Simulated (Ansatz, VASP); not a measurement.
# TePb in two plane-wave programs

Wanted: the spread between two codes on one cell, functional and k mesh. The cell is taken from a series of VASP runs on this material, whose earlier steps may have relaxed, scaled or displaced it; both programs get it as it stands.

Program: Ansatz 0.2.0. Level of theory: plane waves, with VASP 6.6.1 beside it; band structure at PBE with D3(BJ) and single point at PBE with D3(BJ). Results are calculated unless marked as measured.

**1. Starting point**

The structure is cubic, space group Fm-3m (No. 225). The conventional cell has a = 6.468 Å, b = 6.468 Å, c = 6.468 Å, α = 90.00°, β = 90.00°, γ = 90.00°. Nearest to Te lie 6 Pb at 3.23 Å. Nearest to Pb lie 6 Te at 3.23 Å. Farther neighbours and most contacts between anions are not listed.

**2. VASP: band structure, PBE with D3(BJ)**

The same path points are solved in both programs, so levels can be compared one by one.

Lines of VASP's logs that name or quote its potential files are left out, and so is its time.

INCAR

```
SYSTEM = TePb
PREC = Accurate
ENCUT = 400
EDIFF = 1E-06
NELM = 100
ISMEAR = 0
SIGMA = 0.05
LREAL = .FALSE.
ALGO = Normal
GGA = PE
IVDW = 12
NBANDS = 22
LORBIT = 11
LWAVE = .FALSE.
LCHARG = .FALSE.
KPAR = 2
```

POSCAR

```
TePb
1.0
    0.0000000000      3.2338598428      3.2338598428
    3.2338598428      0.0000000000      3.2338598428
    3.2338598428      3.2338598428      0.0000000000
Te Pb
1 1
Direct
    0.5000000000      0.5000000000      0.5000000000
    0.0000000000      0.0000000000      0.0000000000
```

KPOINTS

```
Automatic mesh
0
Gamma
5 5 5
0 0 0
```

KPOINTS_OPT

```
Line mode
16
Line-mode
Reciprocal
  0.00000000   0.00000000   0.00000000 GAMMA
  0.50000000   0.00000000   0.50000000 X

  0.50000000   0.00000000   0.50000000 X
  0.50000000   0.25000000   0.75000000 W

  0.50000000   0.25000000   0.75000000 W
  0.37500000   0.37500000   0.75000000 K

  0.37500000   0.37500000   0.75000000 K
  0.00000000   0.00000000   0.00000000 GAMMA

  0.00000000   0.00000000   0.00000000 GAMMA
  0.50000000   0.50000000   0.50000000 L

  0.50000000   0.50000000   0.50000000 L
  0.62500000   0.25000000   0.62500000 U

  0.62500000   0.25000000   0.62500000 U
  0.50000000   0.25000000   0.75000000 W

  0.50000000   0.25000000   0.75000000 W
  0.50000000   0.50000000   0.50000000 L

  0.50000000   0.50000000   0.50000000 L
  0.37500000   0.37500000   0.75000000 K

  0.62500000   0.25000000   0.62500000 U
  0.50000000   0.00000000   0.50000000 X
```

Potentials, in the order of the species: Te and Pb_d (PBE family, release 64).

The run is started by

```
$ mpirun -np 2 vasp_std
```

Numbers of over 12 decimals in the logs are rounded to 6 here.

Output:

```text
[banner, memory and clock lines left out]
running    2 mpi-ranks, on    1 nodes
 distrk:  each k-point on    1 cores,    2 groups
 distr:  one band on    1 cores,    1 groups

 POSCAR found type information on POSCAR TePb
 POSCAR found :  2 types and       2 ions
 LDA part: xc-table for (Slater+PW92), standard interpolation
 POSCAR, INCAR and KPOINTS ok, starting setup
 FFT: planning ... GRIDC
 FFT: planning ... GRID_SOFT
 FFT: planning ... GRID
 WAVECAR not read
 entering main loop
       N       E                     dE             d eps       ncg     rms          rms(c)
DAV:   1     0.151198218811E+03    0.15120E+03   -0.76057E+03   440   0.730E+02
DAV:   2     0.344620271042E+01   -0.14775E+03   -0.14065E+03   470   0.230E+02
DAV:   3    -0.732158392817E+01   -0.10768E+02   -0.10708E+02   572   0.685E+01
DAV:   4    -0.761462104508E+01   -0.29304E+00   -0.29293E+00   522   0.121E+01
DAV:   5    -0.762737982590E+01   -0.12759E-01   -0.12758E-01   636   0.229E+00    0.336E+00
DAV:   6    -0.750668219927E+01    0.12070E+00   -0.21515E-01   660   0.278E+00    0.203E+00
DAV:   7    -0.750330435371E+01    0.33778E-02   -0.73986E-02   580   0.108E+00    0.940E-01
DAV:   8    -0.750528739686E+01   -0.19830E-02   -0.93253E-03   576   0.805E-01    0.185E-01
DAV:   9    -0.750504662342E+01    0.24077E-03   -0.13142E-03   694   0.339E-01    0.859E-02
DAV:  10    -0.750509000356E+01   -0.43380E-04   -0.14098E-04   494   0.692E-02    0.213E-02
DAV:  11    -0.750509411137E+01   -0.41078E-05   -0.44214E-05   610   0.494E-02    0.169E-02
DAV:  12    -0.750509369045E+01    0.42092E-06   -0.39316E-06   506   0.869E-03
   1 F= -.83075480E+01 E0= -.83075480E+01  d E =-.543201E-13
 Start KPOINTS_OPT (optional k-point list driver)
k-point batch [1-10\160]
       N       E                     dE             ncg
DAV:   1     0.659651872890E+03   -0.10708E+04      440
DAV:   2    -0.898671307988E+03   -0.15583E+04      500
DAV:   3    -0.100121956254E+04   -0.10255E+03      518
DAV:   4    -0.100390959406E+04   -0.26900E+01      538
DAV:   5    -0.100405332276E+04   -0.14373E+00      658
DAV:   6    -0.100405835328E+04   -0.50305E-02      618
DAV:   7    -0.100405838842E+04   -0.35142E-04      628
DAV:   8    -0.100405838894E+04   -0.51675E-06      380
[...]
k-point batch [151-160\160]
       N       E                     dE             ncg
DAV:   1     0.463398822384E+03   -0.54770E+04      448
DAV:   2    -0.994523013068E+03   -0.14579E+04      470
DAV:   3    -0.110128849891E+04   -0.10677E+03      612
DAV:   4    -0.110407583222E+04   -0.27873E+01      494
DAV:   5    -0.110421916694E+04   -0.14333E+00      644
DAV:   6    -0.110422472938E+04   -0.55624E-02      550
DAV:   7    -0.110422476913E+04   -0.39757E-04      658
DAV:   8    -0.110422476961E+04   -0.47874E-06      500
```

OUTCAR, selected parts (step 2):

```text
ion  position               nearest neighbor table
   1  0.500  0.500  0.500-   2 3.23   2 3.23   2 3.23   2 3.23   2 3.23   2 3.23
   2  0.000  0.000  0.000-   1 3.23   1 3.23   1 3.23   1 3.23   1 3.23   1 3.23

  LATTYP: Found a face centered cubic cell.
 ALAT       =     6.4677196856

 Subroutine GETGRP returns: Found 48 space group operations
 (whereof 48 operations were pure point group operations)

The static configuration has the point symmetry O_h .

 Found     10 irreducible k-points:

   k-points           NKPTS =     10   k-points in BZ     NKDIM =     10   number of bands    NBANDS=     22

   dimension x,y,z NGX =    30 NGY =   30 NGZ =   30
   dimension x,y,z NGXF=    60 NGYF=   60 NGZF=   60

   ENCUT  =  400.0 eV  29.40 Ry    5.42 a.u.   7.46  7.46  7.46*2*pi/ulx,y,z

   NELECT =      20.0000    total number of electrons

 k-points in reciprocal lattice and weights: Automatic mesh
   0.00000000  0.00000000  0.00000000       0.008
   0.20000000  0.00000000  0.00000000       0.064
   0.40000000  0.00000000  0.00000000       0.064
   0.20000000  0.20000000  0.00000000       0.048
   0.40000000  0.20000000  0.00000000       0.192
  -0.40000000  0.20000000  0.00000000       0.192
  -0.20000000  0.20000000  0.00000000       0.096
   0.40000000  0.40000000  0.00000000       0.048
  -0.40000000  0.40000000  0.00000000       0.096
  -0.40000000  0.40000000  0.20000000       0.192

 average (electrostatic) potential at core
       1 -88.2475       2 -91.6818

 E-fermi :   5.6774

 k-point     1 :       0.0000    0.0000    0.0000
  band No.  band energies     occupation
    ...
      6      -6.4079      2.00000
      7      -0.0126      2.00000
      8       4.2523      2.00000
      9       4.2523      2.00000
     10       4.2523      2.00000
     11       9.6647      0.00000
     12       9.6647      0.00000
     13       9.6647      0.00000
     14      11.3914      0.00000
     15      11.3914      0.00000
    ...

 k-point     2 :       0.2000    0.0000    0.0000
  band No.  band energies     occupation
    ...
      6      -6.0714      2.00000
      7      -0.9976      2.00000
      8       4.3559      2.00000
      9       4.3559      2.00000
     10       4.7601      2.00000
     11       8.1692      0.00000
     12       8.4524      0.00000
     13       8.4524      0.00000
     14      11.3286      0.00000
     15      12.1060      0.00000
    ...

 k-point     3 :       0.4000    0.0000    0.0000
  band No.  band energies     occupation
    ...
      6      -5.2296      2.00000
      7      -2.6192      2.00000
      8       4.6343      2.00000
      9       4.6343      2.00000
     10       5.4102      2.00000
     11       6.6382      0.00000
     12       7.0911      0.00000
     13       7.0911      0.00000
     14      12.9311      0.00000
     15      13.9764      0.00000
    ...

 Edisp (eV)   -0.80245

  Total      -0.01131    -0.01131    -0.01131     0.00000    -0.00000    -0.00000
  in kB      -0.26779    -0.26779    -0.26779     0.00000    -0.00000    -0.00000
  external pressure =       -0.27 kB  Pullay stress =        0.00 kB

  energy-cutoff  :      400.00
  volume of cell :       67.64
      direct lattice vectors                 reciprocal lattice vectors
     0.000000000  3.233859843  3.233859843    -0.154613998  0.154613998  0.154613998
     3.233859843  0.000000000  3.233859843     0.154613998 -0.154613998  0.154613998
     3.233859843  3.233859843  0.000000000     0.154613998  0.154613998 -0.154613998

 POSITION                                       TOTAL-FORCE (eV/Angst)
 -----------------------------------------------------------------------------------
      3.23386      3.23386      3.23386         0.000000      0.000000      0.000000
      0.00000      0.00000      0.00000         0.000000     -0.000000      0.000000
 -----------------------------------------------------------------------------------
    total drift:                               -0.000000      0.000000      0.000000

  FREE ENERGIE OF THE ION-ELECTRON SYSTEM (eV)
  ---------------------------------------------------
  free  energy   TOTEN  =        -8.3075479710 eV

  energy  without entropy=       -8.3075479710  energy(sigma->0) =       -8.30754797

 total charge
# of ion       s       p       d       tot
------------------------------------------
    1        1.375   2.002   0.018   3.395
    2        1.460   0.577   9.833  11.870
--------------------------------------------------
tot          2.836   2.579   9.851  15.265

[... 3 further parts left out ...]
```

Spin-orbit coupling is off here; with elements this heavy it splits and shifts levels by tenths of an eV or more.

**3. Ansatz: band structure, PBE with D3(BJ)**

Ansatz runs on its default PAW (the set named soft_2) files.

The same cell, functional, mesh and smearing now go to Ansatz, which takes its cutoff from its data sets.

input.yaml

```yaml
crystal:
  lattice:
    - [0.0, 3.2338598428, 3.2338598428]
    - [3.2338598428, 0.0, 3.2338598428]
    - [3.2338598428, 3.2338598428, 0.0]
  atoms:
    - { symbol: Te, position: [0.5, 0.5, 0.5] }
    - { symbol: Pb, position: [0.0, 0.0, 0.0] }
hamiltonian:
  xc: pbe
  pseudopotentials: { kind: paw }
  dispersion: d3bj
kpoints:
  mp_grid: { grid: [5, 5, 5] }
  band_path:
    path:
      - [0.0, 0.0, 0.0]
      - [0.16667, 0.0, 0.16667]
      - [0.33333, 0.0, 0.33333]
      - [0.5, 0.0, 0.5]
      - [0.5, 0.08333, 0.58333]
      - [0.5, 0.18333, 0.68333]
      - [0.5, 0.25, 0.75]
      - [0.45, 0.3, 0.75]
      - [0.40833, 0.34167, 0.75]
      - [0.35, 0.35, 0.7]
      - [0.225, 0.225, 0.45]
      - [0.075, 0.075, 0.15]
      - [0.03333, 0.03333, 0.03333]
      - [0.23333, 0.23333, 0.23333]
      - [0.4, 0.4, 0.4]
      - [0.5, 0.5, 0.5]
      - [0.51667, 0.46667, 0.51667]
      - [0.55833, 0.38333, 0.55833]
      - [0.60833, 0.28333, 0.60833]
      - [0.60833, 0.25, 0.64167]
      - [0.55833, 0.25, 0.69167]
      - [0.51667, 0.25, 0.73333]
      - [0.5, 0.3, 0.7]
      - [0.5, 0.38333, 0.61667]
      - [0.5, 0.48333, 0.51667]
      - [0.475, 0.475, 0.55]
      - [0.425, 0.425, 0.65]
      - [0.38333, 0.38333, 0.73333]
      - [0.59167, 0.18333, 0.59167]
      - [0.55, 0.1, 0.55]
      - [0.5, 0.0, 0.5]
    npoints: 1
scf:
  occupations: { method: gaussian, width: 0.05 }
  n_extra_bands: 7
output:
  forces: true
  stress: true
  eigenvalues: true
```

The run is started by

```
$ ansatz run input.yaml --threads 2 --pin off --max-ram 4608MiB --backend cpu --events-out ev --progress --plain --runs-dir out
```

Output:

```text
scf.n_extra_bands = 7 over 15 filled bands (N_el = 30.0): the run solves 22 bands
Engine: ansatz 0.2.0, aarch64-unknown-linux-gnu
Pseudopotentials: kind: paw
Pseudopotential: Te, paw, valence charge 16, recommended cutoff 420 eV (normal), Te.paw.azcp
Pseudopotential: Pb, paw, valence charge 14, recommended cutoff 420 eV (normal), Pb.paw.azcp
Functional definition: PBE
  parameter kappa = 0.804
  parameter beta = 0.066725
  exchange = pbe_x(kappa = kappa, mu = beta*pi^2/3)
  correlation = pbe_c(beta = beta)
Crystal: 2 atoms, lattice volume = 67.638 Å³
Basis set: ecut = 420 eV, 1363 PW (Γ), exchange–correlation on 64×64×64 points (8 copies of the dense FFT grid, shifted against one another)
Bands: 22, of which v1, the nominal top of the filled ones, is band 15 counted from 1 (14 counted from 0)
Symmetry: 48 space group operations
Space group: Fm-3m (ITA 225), of the structure as read, at distance tolerance 4.1e-5 Å
k-points: 10 of 125
Non-local potential: Te, projectors of the file, l = 0: 2, l = 1: 2, l = 2: 2, l = 3: 2
Non-local potential: Pb, projectors of the file, l = 0: 2, l = 1: 2, l = 2: 2, l = 3: 2
PAW form: soft (Blöchl's): semilocal exchange-correlation on the pseudo side does not see the compensation charge
PAW one-centre angular grid: Te, 590 points (default); XC on 64 Gauss nodes
PAW one-centre angular grid: Pb, 590 points (default); XC on 64 Gauss nodes
Initial density: superposition of atomic densities (neutral atoms: chi_scale 0, normalization atom), corrected by the library's trained network
Initial wavefunctions: pseudopotential atomic-orbital guess
Functional: x = pbe(κ = 0.804, μ = 0.219515), c = pbe(β = 0.066725)
SCF iter   1: F=—  HF=-18887.972412 eV  |F-HF|=—  |Δ(HF+E_count)|=         —  Δρ=5.40e-4  dr2=2.20e-4  ethr=1.77e-3  ⟨swp⟩=7.0  Hψ=1175  notcnv=0
preconditioner: auto → none  [insulator: Δε(μ)=1.205 eV  Ē_g=16.943 eV  σ=0.050 eV  W_gap=1.00  n_scr=14 (ndim 8)  ℏωp=20.2 eV  f_vac=0.014  D(μ)=0.00/eV (n_scr^D=0)  ε∞_Penn≈2.4]
SCF iter   2: F=—  HF=-18887.970833 eV  |F-HF|=—  |Δ(HF+E_count)|=   1.58e-3  Δρ=3.98e-4  dr2=1.04e-4  ethr=7.33e-7  ⟨swp⟩=3.3  Hψ=538  notcnv=0  defer=3
SCF iter   3: F=—  HF=-18887.970825 eV  |F-HF|=—  |Δ(HF+E_count)|=   8.33e-6  Δρ=1.89e-4  dr2=1.85e-5  ethr=3.46e-7  ⟨swp⟩=2.0  Hψ=276  notcnv=0  defer=3
SCF iter   4: F=—  HF=-18887.970858 eV  |F-HF|=—  |Δ(HF+E_count)|=   3.29e-5  Δρ=8.04e-5  dr2=4.87e-6  ethr=6.16e-8  ⟨swp⟩=2.0  Hψ=350  notcnv=0  defer=3
SCF iter   5: F=—  HF=-18887.970856 eV  |F-HF|=—  |Δ(HF+E_count)|=   2.49e-6  Δρ=3.90e-5  dr2=1.23e-6  ethr=1.62e-8  ⟨swp⟩=2.0  Hψ=339  notcnv=0  defer=3
SCF iter   6: F=—  HF=-18887.970855 eV  |F-HF|=—  |Δ(HF+E_count)|=   4.50e-7  Δρ=1.17e-5  dr2=1.07e-7  ethr=4.11e-9  ⟨swp⟩=2.1  Hψ=312  notcnv=0  defer=3
SCF iter   7: F=-18887.970855 eV  HF=-18887.970855 eV  |F-HF|=4.52e-9  |Δ(HF+E_count)|=   6.29e-8  Δρ=2.08e-6  dr2=3.30e-9  ethr=3.33e-10  ⟨swp⟩=9.0  Hψ=1049  notcnv=0
SCF 1 converged in 7 iterations: F = -18887.970855 eV  dr2 = 3.30e-9
  greatest PAW one-centre occupation: 0.998 electrons in one spin orbital (limit 2), on the Te atom at site 0 (counted from 0), in its partial waves of l = 2
NSCF: frozen V_eff on 31 k-points
SCF converged after 7 iterations
Free energy (F): -18887.970855 eV
Harris-Foulkes:  -18887.970855 eV  (|F-HF|=4.52e-9)
Internal energy: -18887.970855 eV  (E = F + TS)
E sigma→0 (E₀):  -18887.970855 eV
Fermi energy:    9.103160 eV
--- Per-component energies (eV) ---
  E_band       = -317.551659
  E_kinetic    = 468.292721
  E_local      = -2389.342227  (includes V_loc(G=0)·N_el)
  E_nonlocal   = 39.807018
  E_hartree    = 1256.540580
  E_xc         = -345.536020
  E_vxc        = -237.074361  (∫ρ·V_xc dr)
  E_paw        = -15066.533856  (= ΣΔE_a)
  E_vpaw       = -712.312105  (= ΣTr[D̂ρ^β])
  E_aug_tail   = -0.000160  (compensation charges beyond the density's cutoff)
  E_ewald      = -2850.396204
  E_disp       = -0.802706  (pairwise vdW)
  E_smearing   = -0.000000  (= −TS)
  E_closure    = -0.000000  (closes the sum)
  Σ components = -18887.970855   (vs F -18887.970855, Δ=0.00e0)
--- Forces (eV/Å), atoms counted from 1 ---
  atom   1  Te     0.00000000    -0.00000000    -0.00000000
  atom   2  Pb    -0.00000000     0.00000000    -0.00000000
  max |Σ_I F_I| component: 3.33e-29 eV/Å
--- Stress (GPa, compression-positive) ---
        0.034824       0.000000      -0.000000
       -0.000000       0.034824       0.000000
        0.000000       0.000000       0.034824
  P = ⅓ Tr σ = 0.0348 GPa (0.348 kbar)
--- Band table (eV; the first three rows and the last of 10) ---
  k-point 0: bands = [... 11 lower, 3.0622, 7.3177, 7.3177, 7.3177, 12.7329, 12.7329, 12.7329, 14.4824, ... 3 higher]
  k-point 1: bands = [... 11 lower, 2.0765, 7.4212, 7.4212, 7.8277, 11.2388, 11.5223, 11.5223, 14.4074, ... 3 higher]
  k-point 2: bands = [... 11 lower, 0.4569, 7.6993, 7.6993, 8.4809, 9.7068, 10.1603, 10.1603, 16.0065, ... 3 higher]
  k-point 9: bands = [... 11 lower, 0.6998, 5.2711, 5.2747, 7.9700, 10.5857, 13.3576, 13.5220, 14.8332, ... 3 higher]
```

Run time: 1.3 s. Hardware: 2 threads of Arm Neoverse V1, shared host; peak memory 0.37 GiB.

Reading the cycles: dr2 is the Hartree energy of the density residual (eV), the measure of convergence; HF is the Harris–Foulkes estimate of the energy, which meets the free energy F at convergence.

(Continued in part 2 of 2.)

[Lines on the potential files, build, host, timing and source positions are cut from VASP's logs without a mark.]

[Logs are printed without paths, hosts, clocks, repeated set-up lines and the standing remarks that a program may print on its own settings, such as how far it seeks lower states.]

[Hosts, paths, dates, database ids (printed as entryN), source tags and the programs' standing remarks are cut or masked in the printed files.]
